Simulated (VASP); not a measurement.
# ZrC (Fm-3m) in VASP: further runs

One crystal, ZrC, is run at these levels: LDA, PBE+D3(BJ), TPSS+TS, PBEsol; tasks: relaxation of cell and atoms, atomic charges.

Program: VASP 6.6.1. These are calculated values, not measurements. Logs are shortened: lines on timing, memory, paths and dates and some standing lists are left out, and cuts for length are marked.

## 1. The crystal as given

It takes space group Fm-3m (No. 225, cubic). Conventional cell: a = 4.730 Å, b = 4.730 Å, c = 4.730 Å, α = 90.00°, β = 90.00°, γ = 90.00°. Zr (site symmetry m-3m) has 6 C at 2.37 Å as nearest neighbours. C (site symmetry m-3m) is surrounded by 6 Zr at 2.37 Å.

## 2. Relaxation of cell and atoms, LDA

The input, INCAR:

```
PREC     = Accurate       # precision mode
ENCUT    = 600            # plane-wave cutoff, eV
EDIFF    = 1E-7           # SCF threshold, eV
ISMEAR   = -1             # smearing method
SIGMA    = 0.05           # smearing width, eV
LREAL    = F              # projectors in reciprocal space
LASPH    = T              # aspherical terms in the spheres
NELM     = 100            # most SCF steps
ALGO     = Fast           # electronic algorithm
ISIF     = 3              # what is computed and relaxed
LWAVE    = F              # write WAVECAR
LCHARG   = F              # write CHGCAR
IBRION   = 2              # ionic algorithm
NSW      = 60             # ionic steps
EDIFFG   = -0.02          # ionic threshold
```

The input, KPOINTS:

```
Automatic mesh
0
Gamma
  8 8 8
```

The input, POSCAR:

```
ZrC
1.0
    0.0000000000      2.3650000000      2.3650000000
    2.3650000000      0.0000000000      2.3650000000
    2.3650000000      2.3650000000      0.0000000000
Zr C
1 1
Direct
    0.5000000000      0.5000000000      0.5000000000
    0.0000000000      0.0000000000      0.0000000000
```

Potentials or basis: VASP PAW LDA potentials, release 64 (Zr_sv, C).

Run with:

```console
$ cat potpaw_LDA.64/Zr_sv/POTCAR potpaw_LDA.64/C/POTCAR > POTCAR
$ mpirun -np 1 vasp_std > vasp.out
```

OUTCAR:

```text
PREC = Accurate
   ENCUT = 600
   EDIFF = 1E-7
   ISMEAR = -1
   LREAL = F
   LASPH = T
   NELM = 100
   ISIF = 3
   IBRION = 2
   NSW = 60
   EDIFFG = -0.02

 ion  position               nearest neighbor table
   1  0.500  0.500  0.500-   2 2.37   2 2.37   2 2.37   2 2.37   2 2.37   2 2.37
   2  0.000  0.000  0.000-   1 2.37   1 2.37   1 2.37   1 2.37   1 2.37   1 2.37

  LATTYP: Found a face centered cubic cell.
 ALAT       =     4.7300000000

  Lattice vectors:

 A1 = (   0.0000000000,   2.3650000000,   2.3650000000)
 A2 = (   2.3650000000,   0.0000000000,   2.3650000000)
 A3 = (   2.3650000000,   2.3650000000,   0.0000000000)

Analysis of symmetry for initial positions (statically):
=====================================================================
 Subroutine PRICEL returns:
 Original cell was already a primitive cell.

 Routine SETGRP: Setting up the symmetry group for a
 face centered cubic supercell.

 Subroutine GETGRP returns: Found 48 space group operations
 (whereof 48 operations were pure point group operations)
 out of a pool of 48 trial point group operations.

The static configuration has the point symmetry O_h .

Analysis of symmetry for dynamics (positions and initial velocities):
=====================================================================
 Subroutine PRICEL returns:
 Original cell was already a primitive cell.

 Routine SETGRP: Setting up the symmetry group for a
 face centered cubic supercell.

 Subroutine GETGRP returns: Found 48 space group operations
 (whereof 48 operations were pure point group operations)
 out of a pool of 48 trial point group operations.

The dynamic configuration has the point symmetry O_h .

 Subroutine INISYM returns: Found 48 space group operations
 (whereof 48 operations are pure point group operations),
 and found     1 'primitive' translations

----------------------------------------------------------------------------------------

                                     Primitive cell

  volume of cell :      26.4560

  direct lattice vectors                    reciprocal lattice vectors
     0.000000000  2.365000000  2.365000000    -0.211416490  0.211416490  0.211416490
     2.365000000  0.000000000  2.365000000     0.211416490 -0.211416490  0.211416490
     2.365000000  2.365000000  0.000000000     0.211416490  0.211416490 -0.211416490

  length of vectors
     3.344615075  3.344615075  3.344615075     0.366184103  0.366184103  0.366184103

  position of ions in fractional coordinates (direct lattice)
     0.500000000  0.500000000  0.500000000
     0.000000000  0.000000000  0.000000000

  ion indices of the primitive-cell ions
   primitive index   ion index
                 1           1
                 2           2

----------------------------------------------------------------------------------------

 KPOINTS: Automatic mesh

Automatic generation of k-mesh.
 Grid dimensions read from file:
 generate k-points for:    8    8    8

 Generating k-lattice:

  Cartesian coordinates                     Fractional coordinates (reciprocal lattice)
    -0.026427061  0.026427061  0.026427061     0.125000000  0.000000000  0.000000000
     0.026427061 -0.026427061  0.026427061     0.000000000  0.125000000  0.000000000
     0.026427061  0.026427061 -0.026427061     0.000000000  0.000000000  0.125000000

  Length of vectors
     0.045773013  0.045773013  0.045773013

  Shift w.r.t. Gamma in fractional coordinates (k-lattice)
     0.000000000  0.000000000  0.000000000

 Subroutine IBZKPT returns following result:
 ===========================================

 Found     29 irreducible k-points:

 Following reciprocal coordinates:
            Coordinates               Weight
  0.000000  0.000000  0.000000      1.000000
  0.125000  0.000000  0.000000      8.000000
  0.250000  0.000000  0.000000      8.000000
  0.375000  0.000000  0.000000      8.000000
  0.500000  0.000000  0.000000      4.000000
  0.125000  0.125000  0.000000      6.000000
[... 16 lines left out ...]
  0.500000  0.250000  0.125000     48.000000
 -0.375000  0.250000  0.125000     24.000000
 [... further k-points ...]
   k-points           NKPTS =     29   k-points in BZ     NKDIM =     29   number of bands    NBANDS=     12
   number of dos      NEDOS =    301   number of ions     NIONS =      2
   total plane-waves  NPLWV =  21952
   dimension x,y,z NGX =    28 NGY =   28 NGZ =   28
   dimension x,y,z NGXF=    56 NGYF=   56 NGZF=   56
   ions per type =               1   1
   NGX,Y,Z   is equivalent  to a cutoff of  13.92, 13.92, 13.92 a.u.
   NGXF,Y,Z  is equivalent  to a cutoff of  27.84, 27.84, 27.84 a.u.
 SYSTEM =  unknown system
   PREC   = accura    normal or accurate (medium, high low for compatibility)
   ISTART =      0    job   : 0-new  1-cont  2-samecut
   ICHARG =      2    charge: 1-file 2-atom 10-const
   ISPIN  =      1    spin polarized calculation?
   LNONCOLLINEAR =      F non collinear calculations
   LSORBIT =      F    spin-orbit coupling
   LASPH  =      T    aspherical Exc in radial PAW
   ENCUT  =  600.0 eV  44.10 Ry    6.64 a.u.   6.68  6.68  6.68*2*pi/ulx,y,z
   NELM   =    100;   NELMIN=  2; NELMDL= -5     # of ELM steps
   EDIFF  = 0.1E-06   stopping-criterion for ELM
   LREAL  =      F    real-space projection
   EDIFFG = -.2E-01   stopping-criterion for IOM
   NSW    =     60    number of steps for IOM
   IBRION =      2    ionic relax: 0-MD 1-quasi-New 2-CG
   NFREE  =      1    steps in history (QN), initial steepest desc. (CG)
   ISIF   =      3    stress and relaxation
   ISYM   =      2    0-nonsym 1-usesym 2-fastsym
   POTIM  = 0.5000    time-step for ionic-motion
   TEBEG  =    0.0;   TEEND  =   0.0 temperature during run
   PSTRESS=    0.0 pullay stress
   NELECT =      16.0000    total number of electrons
   NUPDOWN=      -1.0000    fix difference up-down
   EMIN   =  10.00;   EMAX   =-10.00  energy-range for DOS
   EFERMI =   0.00;   METHOD = LEGACY
   ISMEAR =    -1;   SIGMA  =   0.05  broadening in eV -4-tet -1-fermi 0-gaus
   EFERMI_NEDOS =   21; number of points for ismear=-14 and -15
   IALGO  =     68    algorithm
   IMIX   =      4    mixing-type and parameters
     AMIX     =   0.40;   BMIX     =  1.00
     AMIX_MAG =   1.60;   BMIX_MAG =  1.00
  volume/ion in A,a.u.               =      13.23        89.27
  Fermi-wavevector in a.u.,A,eV,Ry     =   1.384439  2.616209 26.077880  1.916670
  Thomas-Fermi vector in A             =   2.508943
   LORBIT       =      0    0 simple, 1 ext, 2 COOP (PROOUT), +10 PAW based schemes
   GGA     = CA    functional components
   LHFCALC =     F    Hartree Fock is set to
   AEXX    =    0.0000 exact exchange contribution
   IVDW    =     0    specifies the selected vdW correction
   LEPSILON=     F    determine dielectric tensor
   LRPA    =     F    only Hartree local field effects (RPA)
 conjugate gradient relaxation of ions
 non-spin polarized calculation
 RMM-DIIS sequential band-by-band and
  energy-cutoff  :      600.00
  volume of cell :       26.46
 maximum number of plane-waves:       903
   NGX = 13   NGY = 13   NGZ = 13

--------------------------------------- Ionic step        1  -------------------------------------------

 number of electron      16.0000000 magnetization

 Free energy of the ion-electron system (eV)
  ---------------------------------------------------
  ext. energy  EPLUGINS =         0.00000000
  ---------------------------------------------------
  free energy    TOTEN  =       -21.22430861 eV

  energy without entropy =      -21.22140290  energy(sigma->0) =      -21.22285576

------------------------ aborting loop because EDIFF is reached ----------------------------------------

  FORCE on cell =-STRESS in cart. coord.  units (eV):
  Direction    XX          YY          ZZ          XY          YZ          ZX
  --------------------------------------------------------------------------------------
  -------------------------------------------------------------------------------------
  Total       -1.9850906     -1.9850906     -1.9850906     -0.0000000     -0.0000000      0.0000000
  in kB     -120.2174399   -120.2174399   -120.2174399     -0.0000000     -0.0000000      0.0000000
  external PRESSURE =    -120.2174399 kB  Pullay stress =       0.0000000 kB
[... 21 lines left out ...]
  energy  without entropy=      -21.2214029022  energy(sigma->0) =      -21.22285576

--------------------------------------- Ionic step        2  -------------------------------------------

 number of electron      16.0000000 magnetization

 E-fermi :  10.9950     XC(G=0): -12.9943

 val. band max:       10.9735978910   @ k =   0.3750   0.3750   0.0000
 cond. band min:      11.2590467225   @ k =   0.5000   0.5000   0.0000
 fundamental gap:      0.2854488315
 Fermi energy:        10.9949939495

 k-point     1 :       0.0000    0.0000    0.0000
  band No.  band energies     occupation
      1     -36.3369      2.00000
      2     -14.0748      2.00000
      3     -14.0748      2.00000
      4     -14.0748      2.00000
      5      -0.5501      2.00000
      6      11.9856      0.00000
      7      11.9856      0.00000
      8      11.9856      0.00000
      9      12.0734      0.00000
     10      12.0734      0.00000
     11      12.0734      0.00000
     12      14.1825      0.00000
[... 414 lines left out ...]
  energy  without entropy=      -21.2764817831  energy(sigma->0) =      -21.27791259

--------------------------------------- Ionic step        4  -------------------------------------------

 number of electron      16.0000000 magnetization

 Free energy of the ion-electron system (eV)
  ---------------------------------------------------
  ext. energy  EPLUGINS =         0.00000000
  ---------------------------------------------------
  free energy    TOTEN  =       -21.27938867 eV

  energy without entropy =      -21.27652814  energy(sigma->0) =      -21.27795841

 E-fermi :   9.8184     XC(G=0): -12.5317

 val. band max:        9.7816848317   @ k =   0.1250   0.1250   0.0000
 cond. band min:       9.9820013041   @ k =   0.5000   0.5000   0.0000
 fundamental gap:      0.2003164724
 Fermi energy:         9.8184212270

 k-point     1 :       0.0000    0.0000    0.0000
  band No.  band energies     occupation
      1     -37.8086      2.00000
      2     -15.6419      2.00000
      3     -15.6419      2.00000
      4     -15.6419      2.00000
      5      -1.4079      2.00000
      6      10.8170      0.00000
      7      10.8170      0.00000
      8      10.8170      0.00000
      9      10.9106      0.00000
     10      10.9106      0.00000
     11      10.9106      0.00000
     12      12.7630      0.00000
[... 374 lines left out ...]
  FREE ENERGIE OF THE ION-ELECTRON SYSTEM (eV)
  ---------------------------------------------------
  free  energy   TOTEN  =       -21.2793886732 eV

  energy  without entropy=      -21.2765281386  energy(sigma->0) =      -21.27795841

 reached required accuracy - stopping structural energy minimisation
```

Run time: 48 s. Hardware: 1 thread of Intel Xeon Platinum 8488C (Sapphire Rapids), shared host; peak memory 0.16 GiB.

Results:

| Item | Value |
| --- | --- |
| Free energy | -21.2794 eV |
| Relaxed volume | 12.53 Å³/atom |
| Relaxed cell | a = 3.285 Å, b = 3.285 Å, c = 3.285 Å, α = 60.00°, β = 60.00°, γ = 60.00° |
| Space group after relaxing (to 0.05 Å) | Fm-3m (No. 225) |
| Energy gained by relaxing | 27.5 meV/atom |
| Ionic steps | 4 |
| Pressure after relaxing | 0.0 GPa |
| Band gap on the k mesh | none (metal or under the smearing width) |

Step by step:
```csv
step,energy change (eV),largest force (eV/Å),pressure (GPa),volume (Å³)
1,0.0000,0.0000,-12.02,26.46
2,0.1211,0.0000,27.50,22.83
3,-0.0550,0.0000,-0.38,25.09
4,-0.0551,0.0000,-0.02,25.06
```

Final structure:
```xyz
2
Lattice="0.0000 2.3226 2.3226 2.3226 0.0000 2.3226 2.3226 2.3226 0.0000" Properties=species:S:1:pos:R:3 pbc="T T T"
Zr    2.3226    2.3226    2.3226
C     4.6451    4.6451    4.6451
```

Levels at points of the mesh, in eV from the Fermi level:
| k point | band 5 | band 6 | band 7 | band 8 | band 9 | band 10 | band 11 | band 12 |
| --- | --- | --- | --- | --- | --- | --- | --- | --- |
| (0.00, 0.00, 0.00) | -11.23 | 1.00 | 1.00 | 1.00 | 1.09 | 1.09 | 1.09 | 2.94 |
| (0.50, 0.00, 0.00) | -7.90 | -5.40 | -3.01 | -3.01 | 4.69 | 4.69 | 5.56 | 6.76 |
| (0.50, 0.50, 0.00) | -10.08 | -1.91 | -1.88 | 0.16 | 0.16 | 4.69 | 5.93 | 5.93 |

LDA usually gives volumes a few per cent too small. Zero-point motion and thermal expansion aren't in these numbers.

(Part 1 of 3 ends here.)
